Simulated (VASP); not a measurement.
# Cd (Fm-3m) in VASP: notebook

The runs below take Cd through single point, with r2SCAN.

Everything below comes from runs of VASP 6.6.1. Logs are shortened: lines on timing, memory, paths and dates and some standing lists are left out, and cuts for length are marked.

## 1. The structure

Symmetry: Fm-3m, No. 225, cubic system. The conventional cell has a = 4.430 Å, b = 4.430 Å, c = 4.430 Å, α = 90.00°, β = 90.00°, γ = 90.00°. Around Cd (site symmetry m-3m) lie 12 Cd at 3.13 Å.

This isn't the form of Cd at room conditions, which is hcp.

## 2. Single point, r2SCAN

Input file POSCAR:

```
Cd
1.0
    0.0000000000      2.2151291999      2.2151291999
    2.2151291999      0.0000000000      2.2151291999
    2.2151291999      2.2151291999      0.0000000000
Cd
1
Direct
    0.0000000000      0.0000000000      0.0000000000
```

Input file INCAR.step1:

```
ALGO = Normal
EDIFF = 1E-4
ENCUT = 520
GGA = PE
ISMEAR = 0
LASPH = True
LCHARG = False
LREAL = False
LWAVE = True
NBANDS = 12
NELM = 100
PREC = Accurate
SIGMA = 0.1
```

Input file INCAR.step2:

```
ALGO = Normal
EDIFF = 1E-6
ENCUT = 520
ISIF = 2
ISMEAR = 0
ISTART = 1
LASPH = True
LCHARG = True
LELF = True
LMIXTAU = True
LREAL = False
LVHAR = True
LWAVE = False
METAGGA = R2SCAN
NBANDS = 12
NELM = 100
PREC = Accurate
SIGMA = 0.1
```

Input file KPOINTS:

```
k-points
0
Gamma
  22 22 22
```

Potentials or basis: VASP PAW PBE potentials, release 64 (Cd).

Command:

```
$ cat potpaw_PBE.64/Cd/POTCAR > POTCAR
$ cp INCAR.step1 INCAR
$ mpirun -np 1 vasp_std > vasp.out
$ cp INCAR.step2 INCAR
$ mpirun -np 1 vasp_std > vasp.out
```

OUTCAR:

```text
EDIFF = 1E-6
   ENCUT = 520
   ISIF = 2
   ISMEAR = 0
   ISTART = 1
   LASPH = True
   LREAL = False
   METAGGA = R2SCAN
   NELM = 100
   PREC = Accurate

 ion  position               nearest neighbor table
   1  0.000  0.000  0.000-

  LATTYP: Found a face centered cubic cell.
 ALAT       =     4.4302583998

  Lattice vectors:

 A1 = (   0.0000000000,   2.2151291999,   2.2151291999)
 A2 = (   2.2151291999,   0.0000000000,   2.2151291999)
 A3 = (   2.2151291999,   2.2151291999,   0.0000000000)

Analysis of symmetry for initial positions (statically):
=====================================================================
 Subroutine PRICEL returns:
 Original cell was already a primitive cell.

 Routine SETGRP: Setting up the symmetry group for a
 face centered cubic supercell.

 Subroutine GETGRP returns: Found 48 space group operations
 (whereof 48 operations were pure point group operations)
 out of a pool of 48 trial point group operations.

The static configuration has the point symmetry O_h .

Analysis of symmetry for dynamics (positions and initial velocities):
=====================================================================
 Subroutine PRICEL returns:
 Original cell was already a primitive cell.

 Routine SETGRP: Setting up the symmetry group for a
 face centered cubic supercell.

 Subroutine GETGRP returns: Found 48 space group operations
 (whereof 48 operations were pure point group operations)
 out of a pool of 48 trial point group operations.

The dynamic configuration has the point symmetry O_h .

 Subroutine INISYM returns: Found 48 space group operations
 (whereof 48 operations are pure point group operations),
 and found     1 'primitive' translations

----------------------------------------------------------------------------------------

                                     Primitive cell

  volume of cell :      21.7384

  direct lattice vectors                    reciprocal lattice vectors
     0.000000000  2.215129200  2.215129200    -0.225720468  0.225720468  0.225720468
     2.215129200  0.000000000  2.215129200     0.225720468 -0.225720468  0.225720468
     2.215129200  2.215129200  0.000000000     0.225720468  0.225720468 -0.225720468

  length of vectors
     3.132665757  3.132665757  3.132665757     0.390959319  0.390959319  0.390959319

  position of ions in fractional coordinates (direct lattice)
     0.000000000  0.000000000  0.000000000

  ion indices of the primitive-cell ions
   primitive index   ion index
                 1           1

----------------------------------------------------------------------------------------

 KPOINTS: k-points

Automatic generation of k-mesh.
 Grid dimensions read from file:
 generate k-points for:   22   22   22

 Generating k-lattice:

  Cartesian coordinates                     Fractional coordinates (reciprocal lattice)
    -0.010260021  0.010260021  0.010260021     0.045454545  0.000000000  0.000000000
     0.010260021 -0.010260021  0.010260021     0.000000000  0.045454545  0.000000000
     0.010260021  0.010260021 -0.010260021     0.000000000  0.000000000  0.045454545

  Length of vectors
     0.017770878  0.017770878  0.017770878

  Shift w.r.t. Gamma in fractional coordinates (k-lattice)
     0.000000000  0.000000000  0.000000000

 Subroutine IBZKPT returns following result:
 ===========================================

 Found    328 irreducible k-points:

 Following reciprocal coordinates:
            Coordinates               Weight
  0.000000  0.000000  0.000000      1.000000
  0.045455  0.000000  0.000000      8.000000
  0.090909  0.000000  0.000000      8.000000
  0.136364  0.000000  0.000000      8.000000
  0.181818  0.000000  0.000000      8.000000
  0.227273  0.000000  0.000000      8.000000
[... 16 lines left out ...]
  0.500000  0.045455  0.000000     24.000000
 -0.454545  0.045455  0.000000     24.000000
 [... further k-points ...]
   k-points           NKPTS =    328   k-points in BZ     NKDIM =    328   number of bands    NBANDS=     12
   number of dos      NEDOS =    301   number of ions     NIONS =      1
   total plane-waves  NPLWV =  13824
   dimension x,y,z NGX =    24 NGY =   24 NGZ =   24
   dimension x,y,z NGXF=    48 NGYF=   48 NGZF=   48
   ions per type =               1
   NGX,Y,Z   is equivalent  to a cutoff of  12.74, 12.74, 12.74 a.u.
   NGXF,Y,Z  is equivalent  to a cutoff of  25.47, 25.47, 25.47 a.u.
 SYSTEM =  unknown system
   PREC   = accura    normal or accurate (medium, high low for compatibility)
   ISTART =      1    job   : 0-new  1-cont  2-samecut
   ICHARG =      0    charge: 1-file 2-atom 10-const
   ISPIN  =      1    spin polarized calculation?
   LNONCOLLINEAR =      F non collinear calculations
   LSORBIT =      F    spin-orbit coupling
   LASPH  =      T    aspherical Exc in radial PAW
   ENCUT  =  520.0 eV  38.22 Ry    6.18 a.u.   5.82  5.82  5.82*2*pi/ulx,y,z
   NELM   =    100;   NELMIN=  2; NELMDL=  0     # of ELM steps
[... 64 lines left out ...]
      7      17.2728      0.00000
      8      18.5843      0.00000
      9      18.5843      0.00000
     10      18.5843      0.00000
     11      21.8724      0.00000
     12      21.8724      0.00000

 k-point     2 :       0.0455    0.0000    0.0000
  band No.  band energies     occupation
      1      -6.7711      2.00000
      2      -6.7560      2.00000
      3      -6.7560      2.00000
      4      -6.3013      2.00000
      5      -6.3013      2.00000
      6      -6.2881      2.00000
      7      17.0296      0.00000
      8      17.9412      0.00000
      9      18.4810      0.00000
     10      18.4810      0.00000
     11      22.0434      0.00000
     12      22.0434      0.00000

 k-point     3 :       0.0909    0.0000    0.0000
  band No.  band energies     occupation
      1      -6.7951      2.00000
      2      -6.7308      2.00000
      3      -6.7308      2.00000
      4      -6.3063      2.00000
      5      -6.3063      2.00000
      6      -6.1121      2.00000
      7      15.6839      0.00000
      8      17.6203      0.00000
      9      18.2219      0.00000
     10      18.2219      0.00000
     11      22.4929      0.00000
     12      22.4930      0.00000

 k-point     4 :       0.1364    0.0000    0.0000
  band No.  band energies     occupation
      1      -6.8415      2.00000
      2      -6.6976      2.00000
      3      -6.6976      2.00000
      4      -6.3070      2.00000
      5      -6.3070      2.00000
      6      -5.8094      2.00000
      7      13.9006      0.00000
      8      17.5787      0.00000
      9      17.8928      0.00000
     10      17.8928      0.00000
     11      22.3688      0.00000
     12      23.0297      0.00000

 k-point     5 :       0.1818    0.0000    0.0000
  band No.  band energies     occupation
      1      -6.9059      2.00000
      2      -6.6698      2.00000
      3      -6.6698      2.00000
      4      -6.2917      2.00000
      5      -6.2917      2.00000
      6      -5.3807      2.00000
      7      12.0755      0.00000
      8      17.5262      0.00000
      9      17.5491      0.00000
     10      17.5491      0.00000
     11      22.1011      0.00000
     12      22.9026      0.00000
[... 228 lines left out ...]
      1      -7.2184      2.00000
      2      -6.7459      2.00000
      3      -6.7174      2.00000
      4      -6.0433      2.00000
      5      -5.9590      2.00000
      6      -1.7543      2.00000
      7       4.3041      0.00000
      8      15.5861      0.00000
      9      16.2045      0.00000
     10      16.4863      0.00000
     11      20.3725      0.00000
     12      20.8971      0.00000

 k-point    22 :       0.4545    0.0455    0.0000
  band No.  band energies     occupation
      1      -7.2553      2.00000
      2      -6.7632      2.00000
      3      -6.7365      2.00000
      4      -5.9830      2.00000
      5      -5.9222      2.00000
      6      -0.6966      2.00000
      7       2.8804      0.48644
      8      15.6255      0.00000
      9      15.8737      0.00000
     10      16.3190      0.00000
     11      20.3571      0.00000
     12      20.5237      0.00000

 k-point    23 :       0.5000    0.0455    0.0000
  band No.  band energies     occupation
      1      -7.2724      2.00000
      2      -6.7704      2.00000
      3      -6.7470      2.00000
      4      -5.9467      2.00000
      5      -5.9120      2.00000
      6       0.3266      2.00000
      7       1.6907      2.00000
      8      15.5376      0.00000
      9      15.7668      0.00000
     10      16.3316      0.00000
     11      20.2513      0.00000
     12      20.3966      0.00000

 k-point    24 :      -0.4545    0.0455    0.0000
  band No.  band energies     occupation
      1      -7.2685      2.00000
      2      -6.7668      2.00000
      3      -6.7473      2.00000
      4      -5.9381      2.00000
      5      -5.9304      2.00000
      6       0.0190      2.00000
      7       2.0319      2.00000
      8      15.2950      0.00000
      9      16.0098      0.00000
     10      16.4369      0.00000
     11      20.0818      0.00000
     12      20.4910      0.00000

 [... further k-points ...]

------------------------ aborting loop because EDIFF is reached ----------------------------------------

  FORCE on cell =-STRESS in cart. coord.  units (eV):
  Direction    XX          YY          ZZ          XY          YZ          ZX
  --------------------------------------------------------------------------------------
  -------------------------------------------------------------------------------------
  Total        0.0439044      0.0439044      0.0439044     -0.0000000     -0.0000000      0.0000000
  in kB        3.2358720      3.2358720      3.2358720     -0.0000000     -0.0000000      0.0000000
  external PRESSURE =       3.2358720 kB  Pullay stress =       0.0000000 kB

 VOLUME and BASIS-vectors are now :
 -----------------------------------------------------------------------------
  energy-cutoff  :      520.00
  volume of cell :       21.74
      direct lattice vectors                 reciprocal lattice vectors
     0.000000000  2.215129200  2.215129200    -0.225720468  0.225720468  0.225720468
     2.215129200  0.000000000  2.215129200     0.225720468 -0.225720468  0.225720468
     2.215129200  2.215129200  0.000000000     0.225720468  0.225720468 -0.225720468

 POSITION                                       TOTAL-FORCE (eV/Angst)
 -----------------------------------------------------------------------------------
      0.00000      0.00000      0.00000        -0.000000     -0.000000     -0.000000
 -----------------------------------------------------------------------------------
    total drift:                               -0.000000     -0.000000     -0.000000

  FREE ENERGIE OF THE ION-ELECTRON SYSTEM (eV)
  ---------------------------------------------------
  free  energy   TOTEN  =       -20.0753957657 eV

  energy  without entropy=      -20.0732624987  energy(sigma->0) =      -20.07432913
```

Wall time 2 min (1 thread of Intel Xeon Platinum 8488C (Sapphire Rapids), shared host); peak memory 0.21 GiB.

What came out:

* Free energy: -20.0754 eV
* Pressure: 0.3 GPa
* Band gap on the k mesh: none (metal or under the smearing width)

Levels at points of the mesh, in eV from the Fermi level:
```tsv
k point	band 2	band 3	band 4	band 5	band 6	band 7	band 8	band 9	band 10	band 11
(0.00, 0.00, 0.00)	-9.60	-9.60	-9.18	-9.13	-9.13	14.44	15.75	15.75	15.75	19.04
(0.50, 0.00, 0.00)	-9.59	-9.59	-8.74	-8.74	-2.44	-1.33	13.25	13.25	13.67	17.05
(0.50, 0.50, 0.00)	-10.18	-8.77	-8.64	-8.64	-0.90	1.58	7.18	7.18	11.33	11.76
```

Caveat: the PAW data sets were made with another functional, which shifts forces and pressure a little.

## 3. Single point, r2SCAN

This run uses another cell than the first one, of 24.25 Å³/atom, 1.115 times its volume.

Input file POSCAR:

```
Cd
1.0
    2.9433548401      0.0000000000      0.0000000000
   -1.4716774201      2.5490200639      0.0000000000
    0.0000000000      0.0000000000      3.2317202093
Cd
1
Direct
    0.0000000000      0.0000000000      0.0000000000
```

Input file INCAR.step1:

```
SYSTEM = Cd
PREC     = Accurate       ! precision mode
ENCUT    = 520            ! plane-wave cutoff, eV
ISMEAR   = 0              ! smearing method
SIGMA    = 0.1            ! smearing width, eV
LREAL    = .FALSE.        ! projectors in reciprocal space
LASPH    = .TRUE.         ! aspherical terms in the spheres
NELM     = 100            ! most SCF steps
NBANDS   = 12             ! bands
GGA      = PE             ! functional
ALGO     = Normal         ! electronic algorithm
EDIFF    = 1E-4           ! SCF threshold, eV
LWAVE    = .TRUE.         ! write WAVECAR
LCHARG   = .FALSE.        ! write CHGCAR
```

Input file INCAR.step2:

```
SYSTEM = Cd
PREC     = Accurate       ! precision mode
ENCUT    = 520            ! plane-wave cutoff, eV
EDIFF    = 1E-7           ! SCF threshold, eV
ISMEAR   = 0              ! smearing method
SIGMA    = 0.1            ! smearing width, eV
LREAL    = .FALSE.        ! projectors in reciprocal space
LASPH    = .TRUE.         ! aspherical terms in the spheres
NELM     = 100            ! most SCF steps
ALGO     = Normal         ! electronic algorithm
ISIF     = 2              ! what is computed and relaxed
LWAVE    = .FALSE.        ! write WAVECAR
LCHARG   = .FALSE.        ! write CHGCAR
METAGGA  = R2SCAN         ! meta-GGA
LMIXTAU  = .TRUE.       
NBANDS   = 12             ! bands
ISTART   = 1
```

Input file KPOINTS:

```
regular mesh
0
G
  21 21 18
  0 0 0
```

Potentials or basis: VASP PAW PBE potentials, release 64 (Cd).

Command:

```
$ cat potpaw_PBE.64/Cd/POTCAR > POTCAR
$ cp INCAR.step1 INCAR
$ mpirun -np 1 vasp_std > vasp.out
$ cp INCAR.step2 INCAR
$ mpirun -np 1 vasp_std > vasp.out
```

Wall time 2 min (1 thread of Intel Xeon 6975P-C (Granite Rapids), shared host); peak memory 0.25 GiB.

It converged, with:

```yaml
Free_energy: -20.0107 eV
Pressure: 0.3 GPa
Band_gap_on_the_k_mesh: none (metal or under the smearing width)
```

Stress tensor (GPa, compression positive):
```
0.38 0.00 0.00
0.00 0.38 0.00
0.00 0.00 0.13
```

Levels at points of the mesh, in eV from the Fermi level:
| k point | band 4 | band 5 | band 6 | band 7 | band 8 | band 9 |
| --- | --- | --- | --- | --- | --- | --- |
| (0.00, 0.00, 0.00) | -8.81 | -8.81 | -8.40 | 6.77 | 11.11 | 15.65 |
| (0.00, 0.00, 0.50) | -8.98 | -8.98 | -4.63 | -2.88 | 17.54 | 19.58 |

Caveat: the PAW data sets were made with another functional, which shifts forces and pressure a little.

## 4. Single point, r2SCAN

This run uses another cell than the first one, of 21.96 Å³/atom, 1.010 times its volume.

Input file POSCAR:

```
Cd
1.0
    3.0050804100      0.0000000000      0.0000000000
   -1.5025402050      2.6024759754      0.0000000000
    0.0000000000      0.0000000000      2.8078720081
Cd
1
Direct
    0.0000000000      0.0000000000      0.0000000000
```

Input file INCAR.step1:

```
ALGO     = Normal         # electronic algorithm
EDIFF    = 1E-4           # SCF threshold, eV
ENCUT    = 520            # plane-wave cutoff, eV
GGA      = PE             # functional
ISMEAR   = 0              # smearing method
LASPH    = True           # aspherical terms in the spheres
LCHARG   = False          # write CHGCAR
LREAL    = False          # projectors in reciprocal space
LWAVE    = True           # write WAVECAR
NBANDS   = 12             # bands
NELM     = 100            # most SCF steps
PREC     = Accurate       # precision mode
SIGMA    = 0.1            # smearing width, eV
```

Input file INCAR.step2:

```
ALGO     = Normal         # electronic algorithm
EDIFF    = 1E-7           # SCF threshold, eV
ENCUT    = 520            # plane-wave cutoff, eV
ISIF     = 2              # what is computed and relaxed
ISMEAR   = 0              # smearing method
ISTART   = 1            
LASPH    = True           # aspherical terms in the spheres
LCHARG   = True           # write CHGCAR
LELF     = True           # ELF
LMIXTAU  = True         
LREAL    = False          # projectors in reciprocal space
LVHAR    = True         
LWAVE    = False          # write WAVECAR
METAGGA  = R2SCAN         # meta-GGA
NBANDS   = 12             # bands
NELM     = 100            # most SCF steps
PREC     = Accurate       # precision mode
SIGMA    = 0.1            # smearing width, eV
```

Input file KPOINTS:

```
k-points
0
Gamma
  9 9 6
```

Command:

```
$ cat potpaw_PBE.64/Cd/POTCAR > POTCAR
$ cp INCAR.step1 INCAR
$ mpirun -np 1 vasp_std > vasp.out
$ cp INCAR.step2 INCAR
$ mpirun -np 1 vasp_std > vasp.out
```

It took 18 s on 1 thread of Intel Xeon 6975P-C (Granite Rapids), shared host; peak memory 0.14 GiB.

It converged, with:

| Quantity | Value |
| --- | --- |
| Free energy | -19.9415 eV |
| Pressure | 5.8 GPa |
| Band gap on the k mesh | none (metal or under the smearing width) |

Stress tensor (GPa, compression positive):
```
 3.05  0.00  0.00
 0.00  3.05  0.00
 0.00  0.00 11.22
```

Levels at points of the mesh, in eV from the Fermi level:
| k point | band 2 | band 3 | band 4 | band 5 | band 6 | band 7 | band 8 | band 9 | band 10 | band 11 |
| --- | --- | --- | --- | --- | --- | --- | --- | --- | --- | --- |
| (0.00, 0.00, 0.00) | -9.79 | -9.79 | -9.21 | -8.85 | -8.85 | 11.20 | 14.43 | 14.43 | 14.53 | 15.49 |
| (0.00, 0.00, 0.50) | -9.67 | -9.67 | -9.45 | -9.45 | -3.05 | -2.93 | 17.78 | 18.78 | 19.82 | 19.82 |

Caveat: the k mesh is coarse (spacing up to 0.37 Å⁻¹), so the values aren't converged; the PAW data sets were made with another functional, which shifts forces and pressure a little.

## 5. Overview

```tsv
cell	k mesh	mesh quality	gap on the mesh (eV)	pressure (GPa)
Fm-3m, 21.74 Å³/atom	22 × 22 × 22	not flagged	none	0.3
P6/mmm, 24.25 Å³/atom	21 × 21 × 18	not flagged	none	0.3
P6/mmm, 21.96 Å³/atom	9 × 9 × 6	coarse	none	5.8
```

Alike in all rows: task single point; level r2SCAN; potentials or basis VASP PAW PBE potentials, release 64 (Cd); no spin polarisation; cutoff (eV) 520; smearing gaussian 0.1 eV.

Caveats: some runs use coarse meshes; the PAW data sets were made with another functional, which shifts forces and pressure a little.

Absolute energies hang on the potentials; compare differences alone.
